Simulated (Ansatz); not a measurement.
How BaTiO3 stores the work of compression

Method: DFT r2SCAN, scalar-relativistic, plane waves, PAW (Ansatz 0.2.0). Run with 500 eV cutoff, 8×8×8 k-mesh, Gaussian smearing of 0.02 eV, no spin polarisation.

Starting point, cell and atoms relaxed:

```yaml
crystal:
  lattice:
    - [3.99404, 0.00000, 0.00000]
    - [0.00000, 3.99404, 0.00000]
    - [0.00000, 0.00000, 3.99404]
  atoms:
    - { symbol: Ba, position: [0.50000, 0.50000, 0.50000] }
    - { symbol: Ti, position: [0.00000, 0.00000, 0.00000] }
    - { symbol: O, position: [0.50000, 0.00000, 0.00000] }
    - { symbol: O, position: [0.00000, 0.50000, 0.00000] }
    - { symbol: O, position: [0.00000, 0.00000, 0.50000] }
```

Cell and atoms were relaxed at each target pressure within the start's symmetry (Pm-3m), at zero temperature; other phases can be more stable under pressure. H = E + PV with P the target; E is the free energy at the smearing used, whose derivative the pressure is, per atom and counted from zero pressure.

Spin-orbit coupling is left out, which matters for the bands and energies of heavy elements.

```
P (GPa) V (Å³/atom) E − E0 (meV) H − H0 (meV)
      0       12.743           0.0           0.0
      1       12.679           0.2          79.3
      4       12.474           3.3         314.8
     12       12.024          25.4         926.0
     25       11.432          92.7        1876.5
     50       10.602         283.0        3591.5
     90        9.700         669.2        6118.1
```

Task: Thermodynamics gives dH/dP = V along a relaxed path. Integrate V over P by the trapezoid rule and compare with the computed enthalpies.

Result: With 1 eV/Å³ = 160.22 GPa, each step adds the mean volume times ΔP / 160.22:
```
P (GPa)  ∫V dP (meV) H − H0 (meV) difference (meV)
      1         79.3          79.3               0.0
      4        314.8         314.8               0.1
     12        926.4         926.0               0.4
     25       1878.0        1876.5               1.6
     50       3597.0        3591.5               5.5
     90       6131.3        6118.1              13.2
```

V(P) curves upward, so the trapezoid rule runs high; integrating a smooth curve through the same points puts that excess at about 13.0 meV at 90 GPa, against the 13.2 meV found.

Task: At 90 GPa, how much of the enthalpy change is stored energy and how much is the PV term?

Result: E rises by 669 meV/atom and PV is 90 × 9.700 / 160.22 = 5449 meV/atom, so PV makes 89 % of ΔH. So between rival structures at high pressure a small difference in volume can outweigh the difference in energy: 1 % of this volume is worth 54.5 meV/atom at this pressure.

Task: What bulk modulus do the lowest pressures give?

Result: From the pressures that the runs reached, -0.93 GPa (12.809 Å³) and 0.92 GPa (12.679 Å³), B = −ΔP/Δln V = 1.85 / 0.0103 = 181 GPa, a mean over that range.

Task: The gap is 2.160 eV at -0.93 GPa and 2.186 eV at 0.92 GPa. What pressure coefficient and volume deformation potential follow?

Result: dE_g/dP = 13.9 meV/GPa, and a_V = dE_g/d ln V = −B dE_g/dP = -2.52 eV. If the edges move to other points of the zone within the range, this is a mean of two slopes. Gaps are generalised Kohn–Sham gaps over the whole zone.

Symmetry holds off the tilts and polar distortions that many cubic perovskites undergo.